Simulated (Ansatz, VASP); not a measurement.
**HfO2 in VASP and in Ansatz**

INCAR

```
PREC = Accurate ; ENCUT = 520
EDIFF = 1E-6 ; ISMEAR = 0
SIGMA = 0.05 ; LREAL = False
LASPH = True ; NELM = 60
ALGO = Normal ; ISIF = 2
LWAVE = False ; LCHARG = False
GGA = PS ; NBANDS = 18
```

KPOINTS

```
Automatic mesh
0
Gamma
  8 8 8
```

Contents of POSCAR:

```
HfO2
1.0
    0.0000000000      2.4547281961      2.5220673956
    2.4211846998      0.0000000000      2.5220673956
    2.4211846998      2.4547281961      0.0000000000
Hf O
1 2
Direct
    0.0000000000      0.0000000000      0.0000000000
    0.2500000000      0.2500000000      0.2500000000
    0.7500000000      0.7500000000      0.7500000000
```

Input for Ansatz:

```yaml
crystal:
  lattice:
    - [0.0, 2.4547281961, 2.5220673956]
    - [2.4211846998, 0.0, 2.5220673956]
    - [2.4211846998, 2.4547281961, 0.0]
  atoms:
    - { symbol: Hf, position: [0.0, 0.0, 0.0] }
    - { symbol: O, position: [0.25, 0.25, 0.25] }
    - { symbol: O, position: [0.75, 0.75, 0.75] }
basis:
  ecutwfc: 520.0
kpoints:
  mp_grid: { grid: [8, 8, 8] }
hamiltonian:
  xc: pbesol
  pseudopotentials: { kind: paw, azcp: { folder: soft_1 } }
scf:
  occupations: { method: gaussian, width: 0.05 }
output:
  forces: true
  stress: true
  eigenvalues: true
  write_density: true
  write_potential: true
  elf: true
  volumetric_format: npy
```

Change from the starting cell: normal strain along x -0.0400, normal strain along y -0.0267.

Alike in both runs: task single point; functional PBEsol; k mesh 8 × 8 × 8; occupations gaussian, width 0.05 eV; no spin polarisation.

|  | VASP | Ansatz |
| --- | --- | --- |
| version | VASP 6.6.1 | Ansatz 0.2.0 |
| potentials or method | VASP PAW PBE potentials, release 64 (Hf_pv, O) | scalar-relativistic, plane waves, PAW |
| plane-wave cutoff (eV) | 520 | 520 |
| valence electrons in the cell | 22 | 38 |

|  | VASP | Ansatz | Ansatz less VASP |
| --- | --- | --- | --- |
| gap on the k mesh at the Fermi level (eV) | 3.45 | 3.43 | -0.022 |
| least direct gap on the mesh (eV) | 3.61 | 3.58 | -0.035 |
| pressure (GPa) | 16.4 | 20.8 | +4.42 |
| largest component of the traceless stress (GPa) | 11.80 | 11.56 | -0.244 |

One of these differences is far larger than is usual between the two programs; its cause wasn't traced. The two sets of potentials don't hold the same shells in valence. Ansatz warned: «pseudo_functional_mismatch».

Caveats: so large a pressure means that the cell lies far from this level's equilibrium, or that cutoff or potentials fall short (VASP); the potentials were made for another functional, which shifts forces and pressure (VASP); spin-orbit coupling is left out, which moves the levels of the heavy elements. A k mesh can miss the band edges.
